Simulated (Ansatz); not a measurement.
# GaAs (F-43m): the equilibrium volume

Aim: the volume at which the pressure of GaAs (F-43m) vanishes.

Method: DFT PBE, scalar-relativistic, plane waves, PAW, in Ansatz 0.2.0.

## 1. The starting structure

Symmetry: F-43m, No. 216, cubic system. Conventional cell: a = 5.750 Å, b = 5.750 Å, c = 5.750 Å, α = 90.00°, β = 90.00°, γ = 90.00°. Ga (site symmetry -43m) is surrounded by 4 As at 2.49 Å. As (site symmetry -43m) is surrounded by 4 Ga at 2.49 Å.

Coordinates:

```cif
data_structure
_symmetry_space_group_name_H-M 'P 1'
_symmetry_Int_Tables_number 1
_cell_length_a 4.0660
_cell_length_b 4.0660
_cell_length_c 4.0660
_cell_angle_alpha 60.000
_cell_angle_beta 60.000
_cell_angle_gamma 60.000
_cell_volume 47.53
loop_
_atom_site_label
_atom_site_type_symbol
_atom_site_fract_x
_atom_site_fract_y
_atom_site_fract_z
_atom_site_occupancy
Ga1 Ga 0.00000 0.00000 0.00000 1
As1 As 0.25000 0.25000 0.25000 1
```

## 2. The first run (PBE, 6×6×6 mesh)

The input, input.yaml:

```yaml
crystal:
  lattice:
    - [0.0, 2.8750910496, 2.8750910496]
    - [2.8750910496, 0.0, 2.8750910496]
    - [2.8750910496, 2.8750910496, 0.0]
  atoms:
    - { symbol: Ga, position: [0.0, 0.0, 0.0] }
    - { symbol: As, position: [0.25, 0.25, 0.25] }
basis:
  ecutwfc: 420
kpoints:
  mp_grid: { grid: [6, 6, 6] }
hamiltonian:
  xc: pbe
scf:
  occupations: { method: gaussian, width: 0.1 }
output:
  forces: true
  stress: true
  eigenvalues: true
```

Started as:

```sh
$ ansatz run input.yaml --threads 8 --pin off --max-ram 16384MiB --backend cpu --events-out ev --progress --plain --runs-dir out
```

The program printed, cut to the lines that bear on the results:

```text
Warning: RAYON_NUM_THREADS=8 ignored (pool sized by the plan → 8); use --threads N
[...]
Pseudopotentials: kind: paw
Pseudopotential: Ga, paw, valence charge 13, recommended cutoff 420 eV (normal), Ga.paw.azcp
Pseudopotential: As, paw, valence charge 15, recommended cutoff 420 eV (normal), As.paw.azcp
Functional definition: PBE
[...]
Crystal: 2 atoms, lattice volume = 47.532 Å³
Basis set: ecut = 420 eV, 941 PW (Γ), exchange–correlation on 60×60×60 points (8 copies of the dense FFT grid, shifted against one another)
Bands: 18, of which v1, the nominal top of the filled ones, is band 14 counted from 1 (13 counted from 0)
Symmetry: 24 space group operations
Space group: F-43m (ITA 216), of the structure as read, at distance tolerance 3.6e-5 Å
k-points: 16 of 216 (time reversal used)
[...]
SCF iter   1: F=—  HF=-8639.836334 eV  |F-HF|=—  |Δ(HF+E_count)|=         —  Δρ=1.54e-3  dr2=1.84e-3  ethr=1.77e-3  ⟨swp⟩=5.6  Hψ=1345  notcnv=0
[...]
SCF iter   6: F=-8639.835468 eV  HF=-8639.835468 eV  |F-HF|=1.18e-9  |Δ(HF+E_count)|=   5.28e-7  Δρ=4.93e-6  dr2=1.91e-8  ethr=3.57e-10  ⟨swp⟩=3.1  Hψ=1232  notcnv=0
[...]
SCF converged after 6 iterations
Free energy (F): -8639.835468 eV
[...]
E sigma→0 (E₀):  -8639.835203 eV
Entropy (-TS):   -0.000530 eV (-0.265 meV/atom)
Fermi energy:    7.614365 eV
[...]
--- Forces (eV/Å), atoms counted from 1 ---
  atom   1  Ga     0.00000000     0.00000000     0.00000000
  atom   2  As    -0.00000000     0.00000000     0.00000000
[...]
--- Stress (GPa, compression-positive) ---
       -0.142413       0.000000      -0.000000
        0.000000      -0.142413       0.000000
       -0.000000       0.000000      -0.142413
  P = ⅓ Tr σ = -0.1424 GPa (-1.424 kbar)
--- Band table (eV; the first three rows and the last of 16) ---
  k-point 0: bands = ["-27.5543", "-27.5543", "-27.5543", "-27.5464", "-27.5464", "-7.1924", "-7.1924", "-7.1924", "-7.1255", "-7.1255", "-4.8563", "7.5190", "7.5190", "7.5190", "7.6586", "11.2368", "11.2368", "11.2368"]
[...]
```

Run time: 0.95 s. Hardware: 8 threads of Arm Neoverse V1, shared host; peak memory 0.35 GiB.

In short: volume 23.766 Å³/atom, pressure -0.14 GPa, mesh gap 0.14 eV.

## 3. Relaxing cell and atoms

Changes to input.yaml since step 2:

```diff
@@ -11,3 +11,3 @@
 kpoints:
-  mp_grid: { grid: [6, 6, 6] }
+  mp_grid: { grid: [10, 10, 10] }
 hamiltonian:
@@ -15,3 +15,3 @@
 scf:
-  occupations: { method: gaussian, width: 0.1 }
+  occupations: { method: gaussian, width: 0.05 }
 output:
@@ -20 +20,6 @@
   eigenvalues: true
+relax:
+  adjacent_minimum: "off"
+  f_tol: 0.005
+  max_steps: 80
+  cell: { stress_tol: 0.05 }
```

Started as:

```sh
$ ansatz run input.yaml --threads 8 --pin off --max-ram 16384MiB --backend cpu --events-out ev --progress --plain --runs-dir out
```

The program printed, cut to the lines that bear on the results:

```text
Warning: RAYON_NUM_THREADS=8 ignored (pool sized by the plan → 8); use --threads N
[...]
[... 4 set-up lines as earlier in the session ...]
[...]
Crystal: 2 atoms, lattice volume = 47.532 Å³
Basis set: ecut = 420 eV, 941 PW (Γ), exchange–correlation on 60×60×60 points (8 copies of the dense FFT grid, shifted against one another)
Bands: 18, of which v1, the nominal top of the filled ones, is band 14 counted from 1 (13 counted from 0)
[... 2 set-up lines as earlier in the session ...]
k-points: 47 of 1000 (time reversal used)
[...]
       -0.026038       0.000000       0.000000
        0.000000      -0.026038       0.000000
        0.000000       0.000000      -0.026038
  P = ⅓ Tr σ = -0.0260 GPa (-0.260 kbar)
--- Band table (eV; the first three rows and the last of 47) ---
  k-point 0: bands = ["-27.5483", "-27.5483", "-27.5483", "-27.5403", "-27.5403", "-7.1642", "-7.1642", "-7.1642", "-7.0966", "-7.0966", "-4.8514", "7.5382", "7.5382", "7.5382", "7.6964", "11.2636", "11.2636", "11.2636"]
[...]
--- Relaxed structure (2 steps of the walk, 2 accepted, 1 SCFs on fresh bases) ---
  F+E_penalty+E_count = -8639.85960597 eV   max|allowed force component| = 3.643e-17 eV/Å   (the final SCF, on the basis selected at the relaxed cell)
  cell:  # Å, volume = 47.4278 Å³
    - [3.5667604230269127e-34, 2.872990777287197, 2.872990777287197]
    - [2.872990777287197, 3.362945541711089e-33, 2.872990777287197]
    - [2.872990777287197, 2.872990777287197, 2.2929174148030157e-33]
  atoms:
    - { symbol: Ga, position: [-4.444849721749651e-34, 4.38902743325044e-34, 4.54253872662327e-34] }
    - { symbol: As, position: [0.25, 0.25, 0.25] }
```

Wall time 2.2 s (8 threads of Arm Neoverse V1, shared host); peak memory 0.44 GiB.

The steps of the relaxation:

```tsv
step	energy from step 1 (meV/atom)	largest force component (eV/Å)	pressure (GPa)	volume (Å³/atom)
1	0.0	0.000	-0.16	23.766
2	0.0	0.000	-0.03	23.714
3	0.0	0.000	-0.03	23.714
```

Step 1 is the start. Step 3 repeats the geometry before it on a plane-wave basis chosen anew for the final cell, which leaves the energy as it was.

In short: volume 23.714 Å³/atom, pressure -0.03 GPa, gap on the mesh 0.16 eV.

## 4. Summary of results

| quantity | value |
| --- | --- |
| volume | 23.714 Å³/atom |
| pressure | -0.03 GPa |
| conventional cell | a = 5.746 Å, b = 5.746 Å, c = 5.746 Å, α = 90.00°, β = 90.00°, γ = 90.00° |
| gap on the mesh | 0.16 eV |

What this shows: The volume stayed near 23.71 Å³/atom, where the pressure is zero within 0.03 GPa.
